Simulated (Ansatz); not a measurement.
Si: the change of pressure with volume scale

Periodic Kohn-Sham DFT of a crystal at fixed atoms, scaled to volume_scale times the given cell; pressure positive in compression, energy less spherical unpolarised free atoms, largest_vzz the field gradient of largest size among the nuclei. The results are calculated, by Ansatz 0.2.0.

The cell before it is scaled or strained (space group Pm-3m, No. 221):
```
cell vectors (Å)
   2.5324     0.0000     0.0000
   0.0000     2.5324     0.0000
   0.0000     0.0000     2.5324
atoms (fractions of the cell vectors)
Si  0.00000  0.00000  0.00000
```

Settings of every row: method frozen-core PAW; functional PBE; relativity scalar; k mesh 14x14x14; filling fermi-dirac; smearing width 0.03 eV; wave cutoff 420 eV; paw set soft_2.

Atom start moment: 0 on all atoms.

Limits: the cell comes from a prototype or a list of computed structures and needn't be the stable phase.

```csv
row,volume scale,V (Å³/atom),pressure (GPa)
1,0.96,15.591,4.602
2,0.98,15.916,2.173
3,1,16.24,?
4,1.02,16.565,-1.925
5,1.04,16.89,-3.645
```

Question: what pressure should row 3 give?

Worked fit of pressure. Take u = (V_r/V)^(2/3) − 1 with V_r = 16.241 Å³ an atom, which is twice the finite (Eulerian) strain; such expansions in the strain, on which the Birch-Murnaghan equation of state is built, carry the rest volume and the bulk modulus. The shown rows have u = 0.0276, 0.01357, -0.01308, -0.02578. Least squares give pressure = 0.0026 + 153.619 × u + 471.3 × u² GPa; a straight line predicts inner rows, each left out in turn, worse (root mean square 0.19 against 0.0026 GPa). The rows lie off it by 0.000, -0.001, 0.001, -0.001. The pressure vanishes at u = -0.0000, or V = 16.24 Å³ an atom, and there the bulk modulus at fixed shape and fractions is B = −V dP/dV = (2/3)(1 + u) dP/du = 102 GPa. The withheld row has u = 4e-05, so the fit gives 0.0026 + 153.619 × (4e-05) + 471.3 × (4e-05)² = 0.009 GPa.

The calculation gave 0.003 GPa. The fit lies 0.006 GPa (200 % of the value, 0.073 % of the column's range) above it; its largest miss of a shown row is 0.001 GPa.
